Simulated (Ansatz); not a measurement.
ZrS: how the energy converges with the cutoff

ZrS, Fm-3m, a = 5.250 Å. The structure is a COD entry; whether it is the stable form wasn't checked. Ansatz: PBEsol, PAW, cutoff varied, Γ-centred 14×14×14 mesh on 2 atoms, Gaussian smearing 0.10 eV; no spin polarisation. Single points at one geometry, the cutoff alone changed; ΔE is the energy at zero smearing over the run at 850 eV (runs within 0.3 meV/atom of it are left out). The runs up to 380 eV lie under the cutoff recommended for these PAW datasets.

| cutoff (eV) | ΔE (meV/atom) |
| --- | --- |
| 150 | 4073.24 |
| 200 | 865.91 |
| 250 | 130.91 |
| 300 | 19.33 |
| 350 | 3.30 |
| 380 | ? |
| 420 | 0.48 |

Assume ΔE falls exponentially with the cutoff, fit y = ln ΔE against x, the cutoff in eV, to the other rows, and predict the missing value.

y = 8.312, 6.764, 4.875, 2.962, 1.194, -0.734. Means x = 278.3, y = 3.8955; Σ(Δx)² = 49083, ΣΔxΔy = -1689; the slope is their ratio. y = 13.47 − 0.03441 x, a factor of ten per 67 eV. At 380 eV this gives ΔE = 1.48 meV/atom. The run gave 1.29, a ratio of 1.15. Between neighbouring rows the decay runs from a factor of ten per 60 eV to one per 93 eV, so one exponential is only a rough guide.